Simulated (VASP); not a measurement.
**A VASP 6.6.1 single-point calculation on Be2C**

INCAR

```
NBANDS = 11
LWAVE = .FALSE.
ENCUT = 520
SIGMA = 0.01
LREAL = .FALSE.
PREC = Accurate
IBRION = -1
NELM = 57
LCHARG = .FALSE.
ISIF = 2
NSW = 0
ISMEAR = 0
ALGO = Normal
LASPH = .TRUE.
METAGGA = MS2
EDIFF = 1E-7
```

KPOINTS

```
KPOINTS created by Atomic Simulation Environment
0
Gamma
10 10 10
0 0 0
```

POSCAR

```
C  Be
 1.0000000000000000
     0.0000000000000000    2.2469050639999999    2.2469050639999999
     2.2469050639999999    0.0000000000000000    2.2469050639999999
     2.2469050639999999    2.2469050639999999    0.0000000000000000
 C   Be
   1   2
Cartesian
  0.0000000000000000  0.0000000000000000  0.0000000000000000
  1.1234525319999999  1.1234525319999999  1.1234525319999999
  3.3703575959999998  3.3703575959999998  3.3703575959999998
```

The recommended PBE PAW datasets give the neutral cell 8 valence electrons.

Command

```
mpirun -np 1 vasp_std
```

How does this run end, and what does it give?

It converged. Results: gap between bands v and c on the k mesh 1.37 eV; least direct gap on the k mesh 4.43 eV; pressure -21.7 GPa. Band v is the last that the valence electrons fill when counted band by band, and c is the next.

OSZICAR

```
N       E                     dE             d eps       ncg     rms          rms(c)
DAV:   1    -0.100219687413E+02   -0.10022E+02   -0.36561E+03  1034   0.643E+02
DAV:   2    -0.291955346331E+02   -0.19174E+02   -0.17746E+02  1440   0.112E+02
DAV:   3    -0.298796065843E+02   -0.68407E+00   -0.68152E+00  1323   0.160E+01
DAV:   4    -0.298832471320E+02   -0.36405E-02   -0.36400E-02  1208   0.138E+00
DAV:   5    -0.298832655490E+02   -0.18417E-04   -0.18417E-04  1329   0.885E-02    0.524E+00
DAV:   6    -0.212061777615E+02    0.86771E+01   -0.51691E+00  1034   0.118E+01    0.179E+00
DAV:   7    -0.214983455663E+02   -0.29217E+00   -0.31231E-01  1157   0.437E+00    0.151E+00
DAV:   8    -0.215331328642E+02   -0.34787E-01   -0.14994E-01  1117   0.294E+00    0.543E-01
DAV:   9    -0.215274737085E+02    0.56592E-02   -0.16121E-02  1199   0.697E-01    0.107E-01
DAV:  10    -0.215282557254E+02   -0.78202E-03   -0.19525E-03  1082   0.301E-01    0.863E-02
DAV:  11    -0.215282328088E+02    0.22917E-04   -0.31947E-04  1267   0.966E-02    0.385E-02
DAV:  12    -0.215282313038E+02    0.15050E-05   -0.24695E-05  1117   0.324E-02    0.965E-03
DAV:  13    -0.215282326669E+02   -0.13631E-05   -0.19551E-06  1154   0.106E-02    0.536E-03
DAV:  14    -0.215282328792E+02   -0.21235E-06   -0.27973E-07  1096   0.444E-03    0.176E-03
DAV:  15    -0.215282329508E+02   -0.71603E-07   -0.12707E-07  1036   0.225E-03
   1 F= -.21528233E+02 E0= -.21528233E+02  d E =-.141660E-53
```

For comparison, a separate r²SCAN run of the intended cell, on usual settings and not on those above, gives a gap of 1.46 eV on its mesh and a pressure of -18.9 GPa.
